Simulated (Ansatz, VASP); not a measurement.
## One calculation of S, two programs

```
CELL_PARAMETERS angstrom
0.00000 1.82734 2.37555
1.82734 0.00000 2.37555
1.82734 1.82734 0.00000
ATOMIC_POSITIONS crystal
S 0.00000 0.00000 0.00000
```

Alike in both runs: task single point; functional PBE; dispersion D3(BJ); k mesh 22 × 22 × 22; occupations gaussian, width 0.15 eV; no spin polarisation.

```csv
,VASP,Ansatz
version,VASP 6.6.1,Ansatz 0.2.0
potentials or method,"VASP PAW PBE potentials, release 64 (S)","scalar-relativistic, plane waves, PAW"
plane-wave cutoff (eV),520,420
valence electrons in the cell,6,6
```

VASP gave:

```
gap on the k mesh at the Fermi level (eV)       : none
pressure (GPa)                                  : -3.2
largest component of the traceless stress (GPa) : 12.83
```

Problem. Which values does Ansatz return?

Solution. gap on the k mesh at the Fermi level (eV): none; pressure (GPa): -3.1; largest component of the traceless stress (GPa): 12.72.

A gap of «none» marks a metal or a gap that the smearing closes. The functional is the same, so the differences come from potentials, cutoffs and numerics.

Caveats: pairwise dispersion overbinds metals, which lowers pressure and volume.
